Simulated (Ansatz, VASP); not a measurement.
**One calculation of ZnO, two programs**

The input INCAR:

```
SYSTEM = ZnO
ALGO = Normal ; EDIFF = 1E-7
ENCUT = 520 ; GGA = CA
ISIF = 2 ; ISMEAR = 0
LASPH = .True. ; LCHARG = .False.
LREAL = .False. ; LWAVE = .False.
NBANDS = 16 ; NELM = 80
PREC = Accurate ; SIGMA = 0.01
```

The input KPOINTS:

```
k-points
0
Gamma
  10 10 10
  0 0 0
```

POSCAR

```
ZnO
1.0
    0.0000000000      2.1337703972      2.1337703972
    2.1337703972      0.0000000000      2.1337703972
    2.1337703972      2.1337703972      0.0000000000
Zn O
1 1
Direct
    0.0000000000      0.0000000000      0.0000000000
    0.5000000000      0.5000000000      0.5000000000
```

Input for Ansatz:

```yaml
crystal:
  lattice:
    - [0.0, 2.1337703972, 2.1337703972]
    - [2.1337703972, 0.0, 2.1337703972]
    - [2.1337703972, 2.1337703972, 0.0]
  atoms:
    - { symbol: Zn, position: [0.0, 0.0, 0.0] }
    - { symbol: O, position: [0.5, 0.5, 0.5] }
kpoints:
  mp_grid: { grid: [10, 10, 10] }
  band_path:
    path:
      - [0.0, 0.0, 0.0]
      - [0.5, 0.0, 0.5]
      - [0.625, 0.25, 0.625]
      - [0.375, 0.375, 0.75]
      - [0.5, 0.5, 0.5]
      - [0.5, 0.25, 0.75]
      - [0.0, 0.0, 0.5]
    npoints: 1
hamiltonian:
  xc: lda
scf:
  occupations: { method: fixed }
  n_extra_bands: 4
output:
  forces: true
  stress: true
  eigenvalues: true
  write_density: true
  write_potential: true
  elf: true
  volumetric_format: npy
```

Alike in both runs: task single point; functional LDA; k mesh 10 × 10 × 10; no spin polarisation.

|  | VASP | Ansatz |
| --- | --- | --- |
| version | VASP 6.6.1 | Ansatz 0.2.0 |
| potentials or method | VASP PAW LDA potentials, release 64 (Zn, O) | plane waves, PAW |
| plane-wave cutoff (eV) | 520 | 420 |
| occupations | gaussian, width 0.01 eV | fixed |
| valence electrons in the cell | 18 | 18 |

|  | VASP | Ansatz | Ansatz less VASP |
| --- | --- | --- | --- |
| gap on the k mesh at the Fermi level (eV) | 0.92 | 0.92 | +0.002 |
| pressure (GPa) | -6.0 | -7.3 | -1.34 |

A k mesh can miss the band edges. As with any semilocal functional, this LDA gap is likely too small.
